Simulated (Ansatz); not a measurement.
# ZnS: the order of phases at one pressure

Aim: bring ZnS in several structures (rocksalt, CsCl, zincblende, wurtzite, NiAs) to one pressure and rank them by enthalpy. The pressure is set by scaling the first phase. Methods of the runs shown: LAPW. Companion runs by PAW are cited.

Program: Ansatz 0.2.0. Level of theory: DFT, PBE, all-electron LAPW, scalar-relativistic. These are calculated values, not measurements.

## 1. The system as given

It takes space group Fm-3m (No. 225, cubic). The conventional cell has a = 5.103 Å, b = 5.103 Å, c = 5.103 Å, α = 90.00°, β = 90.00°, γ = 90.00°. Zn (site symmetry m-3m) is surrounded by 6 S at 2.55 Å. Around S (site symmetry m-3m) lie 6 Zn at 2.55 Å.

Coordinates:

```cif
data_structure
_symmetry_space_group_name_H-M 'P 1'
_symmetry_Int_Tables_number 1
_cell_length_a 3.6087
_cell_length_b 3.6087
_cell_length_c 3.6087
_cell_angle_alpha 60.000
_cell_angle_beta 60.000
_cell_angle_gamma 60.000
_cell_volume 33.23
loop_
_atom_site_label
_atom_site_type_symbol
_atom_site_fract_x
_atom_site_fract_y
_atom_site_fract_z
_atom_site_occupancy
Zn1 Zn 0.00000 0.00000 0.00000 1
S1 S 0.50000 0.50000 0.50000 1
```

Atoms are numbered in the order of the input: Zn1, S2.

## 2. Rocksalt relaxed under pressure, LAPW

input.yaml

```yaml
crystal:
  lattice:
    - [0.0, 2.5517286076, 2.5517286076]
    - [2.5517286076, 0.0, 2.5517286076]
    - [2.5517286076, 2.5517286076, 0.0]
  atoms:
    - { symbol: Zn, position: [0.0, 0.0, 0.0] }
    - { symbol: S, position: [0.5, 0.5, 0.5] }
kpoints:
  mp_grid: { grid: [14, 14, 14] }
scf:
  occupations: { method: fermi_dirac, width: 0.05 }
hamiltonian:
  xc: pbe
  pseudopotentials: { kind: all_electron, lapw: { basis_error: 0.0005 } }
output:
  forces: true
  stress: true
  eigenvalues: true
relax:
  f_tol: 0.005
  max_steps: 12
  cell: { p_target: 0.016, stress_tol: 0.03 }
```

Launch:

```
$ ansatz run input.yaml --threads 1 --pin off --max-ram 3584MiB --backend cpu --events-out ev --progress --plain --runs-dir out
```

Log (excerpt; [...] marks lines left out):

```text
[...]
LAPW: plane waves up to 8.356 Å⁻¹, error target 5.0e-4 eV per atom; small_component_spin mean_spin; S in spheres of 1.102 Å, 14 of its electrons in bands, Dirac shells []; Zn in spheres of 1.374 Å, 20 of its electrons in bands, Dirac shells []
[...]
Pseudopotentials: kind: all_electron
Pseudopotential: Zn, LAPW, valence charge 20, Koelling and Harmon's equation, gaussian nucleus
Pseudopotential: S, LAPW, valence charge 14, Koelling and Harmon's equation, gaussian nucleus
Functional definition: PBE
[...]
Crystal: 2 atoms, lattice volume = 33.230 Å³
Basis set: ecut = 265.9929877302022 eV, 331 PW (Γ), exchange–correlation at level 2
Bands: 21, of which v1, the nominal top of the filled ones, is band 17 counted from 1 (16 counted from 0)
Symmetry: 48 space group operations
Space group: Fm-3m (ITA 225), of the structure as read, at distance tolerance 3.2e-5 Å
k-points: 104 of 2744
[...]
SCF iter   1: F=—  HF=-59737.182783 eV  |F-HF|=—  |Δ(HF+E_count)|=         —  Δρ=4.34e-2  dr2=1.08e0  ethr=3.18e-3  ⟨swp⟩=2.0  Hψ=14538  notcnv=0
[...]
the basis was enlarged: its passes take 85.1 KiB over the memory plan, 1 of 1 planned eigensolver slots
[...]
relax step   1: F+E_penalty+E_count = -59736.69900394 eV  Δ(F+E_penalty+E_count) = +0.000e0 eV  max|allowed force component| = 1.323e-30 eV/Å  Δτ_max = 0.0000 Å  P = +0.039 GPa  Ω = 33.230 Å³  (7 SCF iters, accepted)
[...]
relax step   2: F+E_penalty+E_count = -59736.69900395 eV  Δ(F+E_penalty+E_count) = -5.624e-9 eV  max|allowed force component| = 1.372e-30 eV/Å  Δτ_max = 0.0000 Å  P = +0.039 GPa  Ω = 33.230 Å³  stress off target by 2.31e-2 GPa  SCF on the basis re-selected at this cell (its energy is not [...]
SCF converged after 2 iterations
Free energy (F): -59736.699004 eV
[...]
E sigma→0 (E₀):  -59736.697804 eV
Entropy (-TS):   -0.002401 eV (-1.200 meV/atom)
Fermi energy:    10.051420 eV
[...]
--- Forces (eV/Å), atoms counted from 1 ---
  atom   1  Zn    -0.00000000     0.00000000    -0.00000000
  atom   2  S      0.00000000    -0.00000000     0.00000000
[...]
--- Stress (GPa, compression-positive) ---
        0.039050      -0.000000       0.000000
       -0.000000       0.039050      -0.000000
        0.000000      -0.000000       0.039050
  P = ⅓ Tr σ = 0.0391 GPa (0.391 kbar)
--- Band table (eV; the first three rows and the last of 104) ---
  k-point 0: bands = ["-194.7851", "-139.5589", "-139.5589", "-139.5589", "-115.2291", "-69.4040", "-69.4040", "-69.4040", "-3.7743", "3.7046", "3.7046", "3.7183", "3.7183", "3.7183", "9.3991", "9.3991", "9.3991", "11.7759", "18.9692", "18.9692", "18.9692"]
[...]
--- Relaxed structure (1 steps of the walk, 1 accepted, 1 SCFs on fresh bases) ---
  F+E_penalty+E_count = -59736.69900395 eV   max|allowed force component| = 1.372e-30 eV/Å   (the final SCF, on the basis selected at the relaxed cell)
  cell:  # Å, volume = 33.2302 Å³
    - [0.0, 2.5517286076, 2.5517286076]
    - [2.5517286076, 0.0, 2.5517286076]
    - [2.5517286076, 2.5517286076, 0.0]
  atoms:
    - { symbol: Zn, position: [0.0, 0.0, 0.0] }
    - { symbol: S, position: [0.5, 0.5, 0.5] }
```

It took 13 s on 1 thread of Intel Xeon 6975P-C (Granite Rapids), shared host; peak memory 0.47 GiB.

Relaxation path:

```
step  energy from step 1 (eV/cell)  largest force component (eV/Å)  pressure (GPa)  volume (Å³)
   1                        0.0000                          0.0000            0.04        33.23
   2                        0.0000                          0.0000            0.04        33.23
```

Step 1 is the start. Step 2 repeats the geometry before on a plane-wave basis chosen anew for that cell, so the energy can jump there without any move; the table keeps such jumps.

| input's cell | before | after | change |
| --- | --- | --- | --- |
| a (Å) | 3.609 | 3.609 | +0.0 % |
| b (Å) | 3.609 | 3.609 | +0.0 % |
| c (Å) | 3.609 | 3.609 | +0.0 % |
| volume (Å³/atom) | 16.62 | 16.62 | +0.0 % |

Result: pressure 0.04 GPa; no gap.

## 3. CsCl relaxed under pressure, LAPW

input.yaml, as its differences from that of step 2:

```diff
@@ -2,5 +2,5 @@
   lattice:
-    - [0.0, 2.5517286076, 2.5517286076]
-    - [2.5517286076, 0.0, 2.5517286076]
-    - [2.5517286076, 2.5517286076, 0.0]
+    - [3.1948933867, 0.0, 0.0]
+    - [0.0, 3.1948933867, 0.0]
+    - [0.0, 0.0, 3.1948933867]
   atoms:
```

Launch:

```
$ ansatz run input.yaml --threads 1 --pin off --max-ram 3584MiB --backend cpu --events-out ev --progress --plain --runs-dir out
```

Log (excerpt; [...] marks lines left out):

```text
[...]
LAPW: plane waves up to 7.640 Å⁻¹, error target 5.0e-4 eV per atom; small_component_spin mean_spin; S in spheres of 1.205 Å, 14 of its electrons in bands, Dirac shells []; Zn in spheres of 1.479 Å, 20 of its electrons in bands, Dirac shells []
[...]
Pseudopotentials: kind: all_electron
Pseudopotential: Zn, LAPW, valence charge 20, Koelling and Harmon's equation, gaussian nucleus
Pseudopotential: S, LAPW, valence charge 14, Koelling and Harmon's equation, gaussian nucleus
Functional definition: PBE
[...]
Crystal: 2 atoms, lattice volume = 32.611 Å³
Basis set: ecut = 222.39415206498091 eV, 251 PW (Γ), exchange–correlation at level 2
Bands: 21, of which v1, the nominal top of the filled ones, is band 17 counted from 1 (16 counted from 0)
Symmetry: 48 space group operations
Space group: Pm-3m (ITA 221), of the structure as read, at distance tolerance 3.2e-5 Å
k-points: 120 of 2744
[...]
  atom   2  S      0.00000000     0.00000000    -0.00000000
[...]
--- Stress (GPa, compression-positive) ---
        0.013548      -0.000000      -0.000000
       -0.000000       0.013548      -0.000000
       -0.000000      -0.000000       0.013548
  P = ⅓ Tr σ = 0.0135 GPa (0.135 kbar)
--- Band table (eV; the first three rows and the last of 120) ---
[... band rows left out ...]
[...]
--- Relaxed structure (2 steps of the walk, 2 accepted, 1 SCFs on fresh bases) ---
  F+E_penalty+E_count = -59735.40897688 eV   max|allowed force component| = 7.889e-31 eV/Å   (the final SCF, on the basis selected at the relaxed cell)
  cell:  # Å, volume = 32.6273 Å³
    - [3.1954133236994178, 6.419766481290786e-35, 0.0]
    - [6.419766481290786e-35, 3.1954133236994178, -3.260037666280477e-35]
    - [0.0, -3.260037666280477e-35, 3.1954133236994178]
  atoms:
    - { symbol: Zn, position: [4.7094928904862796e-36, -1.8837971561945118e-36, -1.5698309634954263e-36] }
    - { symbol: S, position: [0.5000000000000001, 0.5000000000000001, 0.5000000000000001] }
```

Wall time 16 s (1 thread of Intel Xeon 6975P-C (Granite Rapids), shared host); peak memory 0.45 GiB.

Relaxation path:

| step | energy from step 1 (eV/cell) | largest force component (eV/Å) | pressure (GPa) | volume (Å³) |
| --- | --- | --- | --- | --- |
| 1 | 0.0000 | 0.0000 | 0.05 | 32.61 |
| 2 | 0.0000 | 0.0000 | 0.01 | 32.63 |
| 3 | 0.0000 | 0.0000 | 0.01 | 32.63 |

Step 1 is the start. Step 3 repeats the geometry before on a plane-wave basis chosen anew for that cell, so the energy can jump there without any move; the table keeps such jumps.

| input's cell | before | after | change |
| --- | --- | --- | --- |
| a (Å) | 3.195 | 3.195 | +0.0 % |
| b (Å) | 3.195 | 3.195 | +0.0 % |
| c (Å) | 3.195 | 3.195 | +0.0 % |
| volume (Å³/atom) | 16.31 | 16.31 | +0.0 % |

This run gives: pressure 0.01 GPa; no gap.

## 4. Zincblende relaxed under pressure, LAPW

input.yaml

```yaml
crystal:
  lattice:
    - [0.0, 2.7215017777, 2.7215017777]
    - [2.7215017777, 0.0, 2.7215017777]
    - [2.7215017777, 2.7215017777, 0.0]
  atoms:
    - { symbol: Zn, position: [0.0, 0.0, 0.0] }
    - { symbol: S, position: [0.25, 0.25, 0.25] }
kpoints:
  mp_grid: { grid: [12, 12, 12] }
scf:
  occupations: { method: fermi_dirac, width: 0.05 }
hamiltonian:
  xc: pbe
  pseudopotentials: { kind: all_electron, lapw: { basis_error: 0.0005 } }
output:
  forces: true
  stress: true
  eigenvalues: true
relax:
  f_tol: 0.005
  max_steps: 12
  cell: { p_target: 0.016, stress_tol: 0.03 }
```

Launch:

```
$ ansatz run input.yaml --threads 1 --pin off --max-ram 3584MiB --backend cpu --events-out ev --progress --plain --runs-dir out
```

Log:

```text
The last accepted step is kept in <dir> (removed where the run ends without a failure and the disk answers)
LAPW: plane waves up to 9.212 Å⁻¹, error target 5.0e-4 eV per atom; small_component_spin mean_spin; S in spheres of 1.021 Å, 14 of its electrons in bands, Dirac shells []; Zn in spheres of 1.266 Å, 20 of its electrons in bands, Dirac shells []
Engine: ansatz 0.2.0
Pseudopotentials: kind: all_electron
Pseudopotential: Zn, LAPW, valence charge 20, Koelling and Harmon's equation, gaussian nucleus
Pseudopotential: S, LAPW, valence charge 14, Koelling and Harmon's equation, gaussian nucleus
Functional definition: PBE
  parameter kappa = 0.804
  parameter beta = 0.06672455060314922
  exchange = pbe_x(kappa = kappa, mu = beta*pi^2/3)
  correlation = pbe_c(beta = beta)
Crystal: 2 atoms, lattice volume = 40.314 Å³
Basis set: ecut = 323.319360408258 eV, 531 PW (Γ), exchange–correlation at level 2
Bands: 21, of which v1, the nominal top of the filled ones, is band 17 counted from 1 (16 counted from 0)
Symmetry: 24 space group operations
Space group: F-43m (ITA 216), of the structure as read, at distance tolerance 3.4e-5 Å
k-points: 72 of 1728 (time reversal used)
Non-local potential: Zn, projectors of the file, none
Non-local potential: S, projectors of the file, none
Initial density: superposition of atomic densities (chi_scale 0.1, normalization cell, long waves kept (reshape's long-wave potential 0.00 eV rms))
Initial wavefunctions: plane waves of lowest kinetic energy (no species holds an atomic orbital)
Functional: x = pbe(κ = 0.804, μ = 0.2195149727645171), c = pbe(β = 0.06672455060314922)
iter 1 solved again at ethr=3.23e-3 eV; its pass at ethr=1.00e-1 eV (dr2=1.10e0 eV) is discarded
SCF iter   1: F=—  HF=-59737.765765 eV  |F-HF|=—  |Δ(HF+E_count)|=         —  Δρ=4.04e-2  dr2=1.10e0  ethr=3.23e-3  ⟨swp⟩=2.0  Hψ=10327  notcnv=0
preconditioner: auto → none  [insulator: Δε(μ)=2.312 eV  Ē_g=11.514 eV  σ=0.050 eV  W_gap=1.00  n_scr=14 (ndim 8)  ℏωp=24.8 eV  f_vac=0.119  D(μ)=0.00/eV (n_scr^D=0)  ε∞_Penn≈5.6]
iter 2 solved again at ethr=1.60e-4 eV; its pass at ethr=3.23e-3 eV (dr2=5.43e-2 eV) is discarded
SCF iter   2: F=—  HF=-59737.432803 eV  |F-HF|=—  |Δ(HF+E_count)|=   3.33e-1  Δρ=1.36e-2  dr2=5.42e-2  ethr=1.60e-4  ⟨swp⟩=2.0  Hψ=7896  notcnv=0
SCF iter   3: F=—  HF=-59737.343848 eV  |F-HF|=—  |Δ(HF+E_count)|=   8.90e-2  Δρ=7.77e-3  dr2=1.66e-2  ethr=1.59e-4  ⟨swp⟩=3.0  Hψ=4662  notcnv=0
SCF iter   4: F=—  HF=-59737.336645 eV  |F-HF|=—  |Δ(HF+E_count)|=         —  Δρ=3.77e-3  dr2=3.89e-3  ethr=4.87e-5  ⟨swp⟩=2.0  Hψ=4137  notcnv=0
the basis was enlarged: its passes take 244.5 KiB over the memory plan, 1 of 1 planned eigensolver slots
SCF iter   5: F=—  HF=-59737.336947 eV  |F-HF|=—  |Δ(HF+E_count)|=   3.02e-4  Δρ=6.91e-4  dr2=1.25e-4  ethr=1.14e-5  ⟨swp⟩=2.0  Hψ=4233  notcnv=0
SCF iter   6: F=—  HF=-59737.337012 eV  |F-HF|=—  |Δ(HF+E_count)|=   6.45e-5  Δρ=7.79e-5  dr2=1.65e-6  ethr=3.68e-7  ⟨swp⟩=2.8  Hψ=4202  notcnv=0
SCF iter   7: F=-59737.337015 eV  HF=-59737.337015 eV  |F-HF|=4.58e-10  |Δ(HF+E_count)|=   3.10e-6  Δρ=4.36e-6  dr2=8.54e-9  ethr=4.85e-9  ⟨swp⟩=3.0  Hψ=4476  notcnv=0
SCF 1 converged in 7 iterations: F = -59737.337015 eV  dr2 = 8.54e-9
relax step   1: F+E_penalty+E_count = -59737.33701472 eV  Δ(F+E_penalty+E_count) = +0.000e0 eV  max|allowed force component| = 9.252e-17 eV/Å  Δτ_max = 0.0000 Å  P = +0.036 GPa  Ω = 40.314 Å³  (7 SCF iters, accepted)
Initial density: handed on by an earlier stage of this run
Initial wavefunctions: those handed on with the density
iter 1 solved again at ethr=2.52e-11 eV; its pass at ethr=1.00e-1 eV (dr2=8.56e-9 eV) is discarded
SCF iter   1: F=—  HF=-59737.337015 eV  |F-HF|=—  |Δ(HF+E_count)|=         —  Δρ=4.36e-6  dr2=8.57e-9  ethr=2.52e-11  ⟨swp⟩=5.2  Hψ=7720  notcnv=0
preconditioner: auto → none  [insulator: Δε(μ)=2.020 eV  Ē_g=12.098 eV  σ=0.050 eV  W_gap=1.00  n_scr=14 (ndim 8)  ℏωp=24.8 eV  f_vac=0.171  D(μ)=0.00/eV (n_scr^D=0)  ε∞_Penn≈5.2]
SCF iter   2: F=-59737.337015 eV  HF=-59737.337015 eV  |F-HF|=3.26e-9  |Δ(HF+E_count)|=   3.70e-9  Δρ=2.81e-6  dr2=3.11e-9  ethr=2.52e-11  ⟨swp⟩=3.0  Hψ=4499  notcnv=0
SCF 2 converged in 2 iterations: F = -59737.337015 eV  dr2 = 3.11e-9
relax step   2: F+E_penalty+E_count = -59737.33701473 eV  Δ(F+E_penalty+E_count) = -5.661e-9 eV  max|allowed force component| = 8.789e-17 eV/Å  Δτ_max = 0.0000 Å  P = +0.036 GPa  Ω = 40.314 Å³  stress off target by 2.04e-2 GPa  SCF on the basis re-selected at this cell (its energy is not comparable with the rows above)  (2 SCF iters)
basis re-selected at this cell: Δ(F+E_penalty+E_count) = -5.661e-9 eV, ΔP = +0.000 GPa vs the last step (what re-selecting the basis moved, after the strain that the cell walked since its last selection, with what the two solves' SCF thresholds leave and, on support functions, any second-order correction that the steps lacked; it is no measure of the basis error at this ecutwfc). This SCF's stress stands 2.04e-2 GPa from its target on what of the cell is left free (relax.cell.stress_tol is 3.00e-2 GPa) and its largest allowed force component is 8.79e-17 eV/Å (relax.f_tol is 5.00e-3 eV/Å): within both
SCF converged after 2 iterations
Free energy (F): -59737.337015 eV
Harris-Foulkes:  -59737.337015 eV  (|F-HF|=3.26e-9)
Internal energy: -59737.337015 eV  (E = F + TS)
E sigma→0 (E₀):  -59737.337015 eV
Fermi energy:    8.069196 eV
--- Per-component energies (eV) ---
  E_band       = -1888.795992
  E_kinetic    = 60683.660928
  E_xc         = -2648.737814
  E_electrostatic = -117772.260129  (all electrons and nuclei)
  E_smearing   = -0.000000  (= −TS)
  E_closure    = 0.000000  (closes the sum)
  E_atoms      = -59730.497347  (free atoms, spherical and without spin; not in F)
  Σ components = -59737.337015   (vs F -59737.337015, Δ=0.00e0)
  Basis errors (estimates in eV, not in F): energy 2.3e-4 per atom: plane waves 2.1e-4 (1.2e-4 summed), levels above the bands 3.4e-69, relativity 7.8e-9, radial functions 2.1e-5, core shells 9.0e-11; eigenvalues (radial functions only) 2.0e-7; not estimated: angular momenta, meshes, grids; target (lapw.basis_error) 5.0e-4; muffin-tin radii S 1.021 Å, Zn 1.266 Å
--- Forces (eV/Å), atoms counted from 1 ---
  atom   1  Zn    -0.00000000     0.00000000     0.00000000
  atom   2  S      0.00000000    -0.00000000    -0.00000000
  max |Σ_I F_I| component: 2.78e-17 eV/Å
--- Stress (GPa, compression-positive) ---
        0.036363      -0.000000      -0.000000
       -0.000000       0.036363       0.000000
       -0.000000       0.000000       0.036363
  P = ⅓ Tr σ = 0.0364 GPa (0.364 kbar)
--- Band table (eV; the first three rows and the last of 72) ---
  k-point 0: bands = ["-197.6219", "-142.3952", "-142.3952", "-142.3952", "-117.8027", "-71.9722", "-71.9722", "-71.9722", "-5.9903", "0.7485", "0.7485", "0.7485", "1.2221", "1.2221", "7.0009", "7.0009", "7.0009", "9.0205", "13.3885", "13.3885", "13.3885"]
  k-point 1: bands = ["-197.6219", "-142.3952", "-142.3952", "-142.3952", "-117.8027", "-71.9722", "-71.9722", "-71.9722", "-5.9395", "0.7490", "0.7578", "0.7578", "1.2213", "1.2213", "6.4185", "6.9351", "6.9351", "9.4892", "13.3098", "13.5061", "13.5061"]
  k-point 2: bands = ["-197.6219", "-142.3952", "-142.3952", "-142.3952", "-117.8027", "-71.9722", "-71.9722", "-71.9722", "-5.7954", "0.7589", "0.7822", "0.7822", "1.2204", "1.2204", "5.3438", "6.7647", "6.7647", "10.1379", "13.3464", "13.7773", "13.7773"]
  k-point 71: bands = ["-197.6219", "-142.3952", "-142.3952", "-142.3952", "-117.8027", "-71.9723", "-71.9723", "-71.9722", "-4.7979", "0.8814", "1.0164", "1.1711", "1.1870", "1.6015", "2.5184", "4.3594", "4.3725", "12.6980", "12.9317", "14.8097", "15.2063"]
--- Relaxed structure (1 steps of the walk, 1 accepted, 1 SCFs on fresh bases) ---
  F+E_penalty+E_count = -59737.33701473 eV   max|allowed force component| = 8.789e-17 eV/Å   (the final SCF, on the basis selected at the relaxed cell)
  cell:  # Å, volume = 40.3140 Å³
    - [0.0, 2.7215017777, 2.7215017777]
    - [2.7215017777, 0.0, 2.7215017777]
    - [2.7215017777, 2.7215017777, 0.0]
  atoms:
    - { symbol: Zn, position: [0.0, 0.0, 0.0] }
    - { symbol: S, position: [0.25, 0.25, 0.25] }
```

Run time: 20 s. Hardware: 1 thread of Intel Xeon 6975P-C (Granite Rapids), shared host; peak memory 0.41 GiB.

Step by step:

```
step  energy from step 1 (eV/cell)  largest force component (eV/Å)  pressure (GPa)  volume (Å³)
   1                        0.0000                          0.0000            0.04        40.31
   2                        0.0000                          0.0000            0.04        40.31
```

Step 1 is the start. Step 2 repeats the geometry before on a plane-wave basis chosen anew for that cell, so the energy can jump there without any move; the table keeps such jumps.

| input's cell | before | after | change |
| --- | --- | --- | --- |
| a (Å) | 3.849 | 3.849 | -0.0 % |
| b (Å) | 3.849 | 3.849 | -0.0 % |
| c (Å) | 3.849 | 3.849 | -0.0 % |
| volume (Å³/atom) | 20.16 | 20.16 | -0.0 % |

Result: pressure 0.04 GPa; gap on the k mesh 2.02 eV.

[end of part 1 of 2]
